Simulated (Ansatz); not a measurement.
# SiRu2: the cost of one run

Method: DFT PBE, scalar-relativistic, plane waves, PAW, in Ansatz 0.2.0.

1 further run of the same task is left out (it didn't finish).

### 1 Starting point

The structure is cubic, space group F-43m (No. 216). Conventional cell: a = 5.672 Å, b = 5.672 Å, c = 5.672 Å, α = 90.00°, β = 90.00°, γ = 90.00°. Si (site symmetry -43m) is surrounded by 4 Ru at 2.46 Å. Ru (site symmetry -43m) has 4 Si at 2.46 Å and 4 Ru at 2.46 Å as nearest neighbours. Ru (site symmetry -43m) is surrounded by 4 Ru at 2.46 Å.

As a file:

```xyz
3
Lattice="0.0000 2.8359 2.8359 2.8359 0.0000 2.8359 2.8359 2.8359 0.0000" Properties=species:S:1:pos:R:3 pbc="T T T"
Si    0.0000    0.0000    0.0000
Ru    4.2538    4.2538    4.2538
Ru    2.8359    2.8359    2.8359
```

The cell is invented: random cell by space group and Wyckoff sites (F-43m, No. 216). Its size is a rough estimate.

### 2 Probe: one point on a coarse mesh

File input.yaml:

```yaml
crystal:
  lattice:
    - [0.0, 2.83587922, 2.83587922]
    - [2.83587922, 0.0, 2.83587922]
    - [2.83587922, 2.83587922, 0.0]
  atoms:
    - { symbol: Si, position: [0.0, 0.0, 0.0] }
    - { symbol: Ru, position: [0.75, 0.75, 0.75] }
    - { symbol: Ru, position: [0.5, 0.5, 0.5] }
basis:
  ecutwfc: 420
kpoints:
  mp_grid: { grid: [6, 6, 6] }
hamiltonian:
  xc: pbe
scf:
  occupations: { method: gaussian, width: 0.1 }
  lower_state_search: "off"
output:
  forces: true
  stress: true
  eigenvalues: true
```

Run with:

```console
$ ansatz run input.yaml --threads 1 --pin off --max-ram 2560MiB --backend cpu --events-out ev --progress --plain --runs-dir out
```

What time and memory should one allow on 1 thread of Intel Xeon Platinum 8488C (Sapphire Rapids), shared host?

About 1.1 s, with a peak of 0.36 GiB.
